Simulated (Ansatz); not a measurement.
Ansatz results at the PBE0-D4/def2-TZVP geometry: HOMO–LUMO gap (ωB97M-V/def2-TZVPP) 10.14 eV; HOMO–LUMO gap (PBE0/def2-TZVPP) 5.97 eV; LUMO energy (PBE0/def2-TZVPP) -0.86 eV.

Each molecule was computed in one conformer, which needn't be the lowest.

Which molecule gave them?
A. `CC#CC`
B. `CC1=CC1`
C. `C=CC=C`
D. `C1=CCC1`

C. The others give `CC1=CC1`: 11.71, 7.35, 0.54; `CC#CC`: 12.18, 8.56, 1.44; `C1=CCC1`: 12.02, 7.65, 0.49.
